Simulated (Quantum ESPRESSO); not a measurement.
A run of Quantum ESPRESSO 7.5 is set up as follows.

pw.in

```
&CONTROL
  calculation = 'scf'
  prefix = 'pwscf'
  outdir = './tmp'
  pseudo_dir = './pseudo'
  tprnfor = .true.
  tstress = .true.
  disk_io = 'low'
/
&SYSTEM
  ibrav = 0
  A = 3.82261926
  nat = 3
  ntyp = 2
  ecutwfc = 45
  ecutrho = 360
  nbnd = 23
  occupations = 'smearing'
  smearing = 'fd'
  degauss = 0.00367493
  nspin = 2
  starting_magnetization(1) = 0.0556
  starting_magnetization(2) = 0
/
&ELECTRONS
  conv_thr = 6d-10
  electron_maxstep = 120
  mixing_beta = 0.3
/
ATOMIC_SPECIES
Ni    58.6934 ni_lda_v1.4.uspp.F.UPF
Si    28.0850 si_lda_v1.uspp.F.UPF
CELL_PARAMETERS alat
   0.0000000000    0.7071067810    0.7071067810
   0.7071067810    0.0000000000    0.7071067810
   0.7071067810    0.7071067810    0.0000000000
ATOMIC_POSITIONS alat
Ni     0.0000000000    0.0000000000    0.0000000000
Si     1.0606601715    1.0606601715    1.0606601715
Si     0.3535533905    0.3535533905    0.3535533905
K_POINTS automatic
6 6 6 0 0 0
HUBBARD {ortho-atomic}
U Ni-3d 4.0
```

Contents of scf2.in:

```
&CONTROL
  calculation = 'scf'
  prefix = 'pwscf'
  outdir = './tmp'
  pseudo_dir = './pseudo'
  tprnfor = .true.
  tstress = .true.
  disk_io = 'low'
/
&SYSTEM
  ibrav = 0
  A = 3.82261926
  nat = 3
  ntyp = 2
  ecutwfc = 45
  ecutrho = 360
  nbnd = 23
  occupations = 'smearing'
  smearing = 'fd'
  degauss = 0.00367493
  nspin = 2
  starting_magnetization(1) = 0.0556
  starting_magnetization(2) = 0
/
&ELECTRONS
  conv_thr = 1d-13
  electron_maxstep = 120
  mixing_beta = 0.3
  startingpot = 'file'
  startingwfc = 'file'
/
ATOMIC_SPECIES
Ni    58.6934 ni_lda_v1.4.uspp.F.UPF
Si    28.0850 si_lda_v1.uspp.F.UPF
CELL_PARAMETERS alat
   0.0000000000    0.7071067810    0.7071067810
   0.7071067810    0.0000000000    0.7071067810
   0.7071067810    0.7071067810    0.0000000000
ATOMIC_POSITIONS alat
Ni     0.0000000000    0.0000000000    0.0000000000
Si     1.0606601715    1.0606601715    1.0606601715
Si     0.3535533905    0.3535533905    0.3535533905
K_POINTS automatic
6 6 6 0 0 0
HUBBARD {ortho-atomic}
U Ni-3d 4.0
```

Contents of hp.in:

```
&INPUTHP
  prefix = 'pwscf'
  outdir = './tmp'
  nq1 = 3
  nq2 = 3
  nq3 = 3
  conv_thr_chi = 1d-06
  niter_max = 80
  iverbosity = 1
  alpha_mix(1) = 0.15
/
```

Potentials or basis: GBRV 1.5 LDA.

Run with:

```bash
$ OMP_NUM_THREADS=1 mpirun -n 4 pw.x -nk 4 -in pw.in > pw.out
$ OMP_NUM_THREADS=1 mpirun -n 4 pw.x -nk 4 -in scf2.in > scf2.out
$ OMP_NUM_THREADS=1 mpirun -n 4 hp.x -nk 4 -in hp.in > hp.out
```

Problem. What does it give for the Hubbard U from linear response?

Solution. 10.96 eV.

Problem. What does it give for the pressure?

Solution. -4.5 GPa.

Problem. What does it give for the absolute moment?

Solution. 0.00 μB per cell.

Hubbard U from linear response:
| site | manifold | U (eV) |
| --- | --- | --- |
| 1 | Ni-3d | 10.96 |
On the first site the bare response is -0.340 and the screened one -0.072 eV⁻¹.

Caveat: the k mesh is coarse; the U is typed as a test and isn't derived for this compound. The state reached can hang on the start; a lower one may exist.
